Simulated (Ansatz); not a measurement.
# One structure, 3 elements: Ti2C, Zr2C, Hf2C

Plane-wave DFT in Ansatz with scalar-relativistic PAW potentials, cutoff 420 eV, Γ-centred meshes chosen by cell and gap, Gaussian smearing with energies taken to zero width. Every cell was relaxed (cell and atoms) in a run of its own, within the symmetry of its start. Functional: PBEsol.

All members share space group R-3m and the same sites; only the element on one set of sites changes (Ti, Zr, Hf). Members needn't be the stable form of their composition. Energies over the elements, where given, are against the elements' standard states in the same functional (H₂, N₂, O₂ and halogens uncorrected, Hg as a solid). The first member:

Space group R-3m:H (No. 166). a = 3.053 Å, b = 3.053 Å, c = 14.318 Å, α = 90.00°, β = 90.00°, γ = 120.00°
| atom | site | symmetry | x | y | z |
| --- | --- | --- | --- | --- | --- |
| Ti | 6c | 3m | 0.3333 | 0.6667 | 0.9125 |
| C | 3b | -3m | 0.6667 | 0.3333 | 0.8333 |

| compound | V (Å³/atom) | a (Å) | c (Å) | energy over elements (eV/atom) |
| --- | --- | --- | --- | --- |
| Ti2C | 12.84 | 3.053 | 14.318 | -0.707 |
| Hf2C | 15.93 | 3.256 | 15.617 | -0.700 |

Problem. Predict the member with Zr.

Solution. V (Å³/atom) 16.76, a (Å) 3.302, c (Å) 15.981, energy over elements (eV/atom) -0.683. Interpolating linearly in period between Ti and Hf would give 14.38 Å³/atom (14.2 % too small), with -0.703 eV/atom over the elements. Over the whole series the volume has no steady trend down the group (least for Ti); all are metallic on the mesh; binding against the elements is strongest for Ti. Hf is no larger than Zr here (15.93 against 16.76 Å³/atom), as one expects from the lanthanide contraction and relativistic shrinking of 6s.

Spin-orbit coupling is left out, which matters for the bands of heavy elements.